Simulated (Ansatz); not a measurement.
## TaN, one structure, two calculations

Cell: a structure deposited in the COD, whose atoms a relaxation with PBE at fixed cell left in place.

```
Ta N
1.0
     2.93800    0.00000    0.00000
    -1.46900    2.54438    0.00000
     0.00000    0.00000    2.88300
Ta N
1 1
Direct
  0.33333 0.66667 0.50000
  0.00000 0.00000 0.00000
```

Atoms are numbered from 1 in the order listed; like atoms form one site, named after its first atom.

First run. Level of theory: DFT, PBE, plane waves and PAW, scalar-relativistic, collinear spin, 420 eV cutoff, Γ-centred 18×18×16 k-points, Fermi–Dirac smearing 0.05 eV (Ansatz 0.2.0). Start moments as typed (μB): 2 on each Ta, none on the rest.

```
site  atom  V_zz (10²¹ V/m²)     η
  Ta     1              5.22  0.00
   N     2             0.099  0.00
```

Second run. The same atoms and settings, except that the functional is PBEsol.

Q: Given the first result, estimate the second.

A: 

| site | atom | V_zz | η | change of V_zz |
| --- | --- | --- | --- | --- |
| Ta | 1 | 5.10 | 0.00 | -0.12 |
| N | 2 | 0.078 | 0.00 | -0.02 |

The largest change of V_zz is on Ta, from 5.22 to 5.10. In per cent, |V_zz| changes by -2 on Ta (all sites that start above 2).

With no gap above 0.1 eV, as in a metal, the gradients converge slowly in k; expect changes of a tenth or more on a denser mesh. Without spin–orbit coupling the gradients at and beside Ta can be off by some per cent, at some sites by more. Semilocal functionals make gaps too small and can close them, so the real compound need not be a metal. The start moments die out, and the run ends without spin.
For the first run: At this cell the principal stresses reach 5 GPa in size with PBE, which can matter for small gradients. With these PAW files V_zz is typically within 2 to 3 % of all-electron values, but misses above 10 % occur on Ta.
For the second run: At this cell the principal stresses reach 5 GPa in size with PBEsol, which can matter for small gradients.
